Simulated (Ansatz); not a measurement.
# Ti3O2: the cost of one run

Program: Ansatz 0.2.0. Level of theory: DFT PBE, scalar-relativistic, plane waves, PAW. These are calculated values, not measurements.

3 further runs of the same task are left out: 2 that didn't finish, 1 set aside as unsound or not needed.

**1. The system as given**

Symmetry: Cmmm, No. 65, orthorhombic system. Conventional cell: a = 5.876 Å, b = 6.639 Å, c = 3.330 Å, α = 90.00°, β = 90.00°, γ = 90.00°. Around Ti (site symmetry 2/m) lie 2 Ti at 2.22 Å and 2 O at 2.22 Å. Around Ti (site symmetry mmm) lie 4 Ti at 2.22 Å. Around O (site symmetry mmm) lie 2 O at 1.66 Å. O (site symmetry mmm) is surrounded by 2 O at 1.66 Å and 4 Ti at 2.22 Å.

As a file:

```cif
data_structure
_symmetry_space_group_name_H-M 'Cmmm'
_symmetry_Int_Tables_number 65
_cell_length_a 5.8760
_cell_length_b 6.6389
_cell_length_c 3.3297
_cell_angle_alpha 90.000
_cell_angle_beta 90.000
_cell_angle_gamma 90.000
_cell_volume 129.89
loop_
_atom_site_label
_atom_site_type_symbol
_atom_site_symmetry_multiplicity
_atom_site_Wyckoff_symbol
_atom_site_fract_x
_atom_site_fract_y
_atom_site_fract_z
_atom_site_occupancy
Ti1 Ti 4 e 0.25000 0.25000 0.00000 1
Ti2 Ti 2 a 0.00000 0.00000 0.00000 1
O1 O 2 c 0.50000 0.00000 0.50000 1
O2 O 2 b 0.50000 0.00000 0.00000 1
```

A structure generator made this guess: random cell by space group and Wyckoff sites (Cmmm, No. 65). Lengths come from tabulated atomic sizes and are only a guess.

**2. Probe: one point on a coarse mesh**

Contents of input.yaml:

```yaml
crystal:
  lattice:
    - [2.93802091, -3.31945373, 0.0]
    - [2.93802091, 3.31945373, 0.0]
    - [0.0, 0.0, 3.32965308]
  atoms:
    - { symbol: Ti, position: [0.0, 0.5, 0.0], spin: -1.0 }
    - { symbol: Ti, position: [0.5, 0.0, 0.0], spin: -1.0 }
    - { symbol: Ti, position: [0.0, 0.0, 0.0], spin: 1.0 }
    - { symbol: O, position: [0.5, 0.5, 0.5] }
    - { symbol: O, position: [0.5, 0.5, 0.0] }
basis:
  ecutwfc: 420
kpoints:
  mp_grid: { grid: [4, 4, 6] }
hamiltonian:
  xc: pbe
scf:
  occupations: { method: gaussian, width: 0.1 }
  lower_state_search: "off"
output:
  forces: true
  stress: true
  eigenvalues: true
  populations: true
magnetization:
  spin_polarized: true
```

On the command line:

```bash
ansatz run input.yaml --threads 1 --pin off --max-ram 2560MiB --backend cpu --events-out ev --progress --plain --runs-dir out
```

Q: Estimate wall time and peak memory on 1 thread of Intel Xeon at 2.50GHz (Skylake/Cascade Lake), shared host.

About 29 s, with a peak of 0.42 GiB.
